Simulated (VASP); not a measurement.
# PbS in VASP 6.6.1, single-point calculation

INCAR

```
ENCUT = 520
EDIFF = 1E-7
LWAVE = .FALSE.
LCHARG = .FALSE.
PREC = Accurate
LREAL = .FALSE.
SIGMA = 0.02
NELM = 60
NBANDS = 17
IBRION = -1
LASPH = .TRUE.
GGA = PE
NSW = 0
ISMEAR = -1
ISIF = 2
```

KPOINTS

```
KPOINTS created by Atomic Simulation Environment
0
Gamma
8 8 8
0 0 0
```

POSCAR

```
Pb S
 1.0000000000000000
     3.0292010000000000    0.1614570000000000    3.0292010000000000
     0.1614570000000000    3.0292010000000000    3.0292010000000000
     3.0292010000000000    3.0292010000000000    0.1614570000000000
 Pb  S
   1   1
Cartesian
  0.0000000000000000  0.0000000000000000  0.0000000000000000
  3.1099294999999998  3.1099294999999998  3.1099295000000002
```

The recommended PBE PAW datasets give the neutral cell 20 valence electrons.

Command

```
mpirun -np 1 vasp_std
```

Standard output (part)

```
|     EEEEEEE  RRRRRR   RRRRRR   OOOOOOO  RRRRRR      ###     ###     ###     |
|     E        R     R  R     R  O     O  R     R     ###     ###     ###     |
|     E        R     R  R     R  O     O  R     R     ###     ###     ###     |
|     EEEEE    RRRRRR   RRRRRR   O     O  RRRRRR       #       #       #      |
|     E        R    R   R    R   O     O  R    R      ###     ###     ###     |
|     EEEEEEE  R     R  R     R  OOOOOOO  R     R     ###     ###     ###     |
|     ERROR: the triple product of the basis vectors is negative exchange     |
|     two basis vectors                                                       |
|       ---->  I REFUSE TO CONTINUE WITH THIS SICK JOB ... BYE!!! <----       |
```

VASP stopped before the first electronic step.

**Question.** Why shouldn't this run be trusted?

**Answer.** Left-handed cell vectors. VASP stopped before the first electronic step.
